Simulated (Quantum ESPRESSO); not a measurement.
**ZrO2: equation of state with PBE**

The system is ZrO2.

```xyz
6
Lattice="3.5961 0.0000 0.0000 0.0000 3.5961 0.0000 0.0000 0.0000 5.1770" Properties=species:S:1:pos:R:3 pbc="T T T"
Zr    1.7980    1.7980    2.5885
Zr    0.0000    0.0000    0.0000
O     1.7980    0.0000    4.1261
O     1.7980    0.0000    1.5376
O     0.0000    1.7980    3.6394
O     0.0000    1.7980    1.0509
```

```yaml
Program: Quantum ESPRESSO 7.5
Task: equation of state
Functional: PBE
Potentials_or_basis: GBRV 1.5 PBE
Cutoff: 612 eV
Density_cutoff: 4898 eV
k_mesh: 7 × 7 × 5
Occupations: fermi-dirac, width 0.05 eV
Spin: no spin polarisation
```

```json
{
  "Equilibrium volume": "11.41 Å³/atom",
  "Bulk modulus at fixed shape and positions": "230 GPa",
  "Pressure derivative of the bulk modulus": "4.2"
}
```

Energy against volume, from the lowest point:
```csv
volume (Å³/atom),energy (meV/atom)
10.489,62.11
10.712,34.45
10.935,15.42
11.158,4.19
11.381,0.00
11.604,2.16
11.828,10.06
```

All runs of the series together: 3.1 min on 2 threads of Arm Neoverse V1, on a shared host.

Caveat: the cell was scaled at fixed shape and fractional positions, which overstates the stiffness of a crystal with free parameters, most of all of layers and chains.
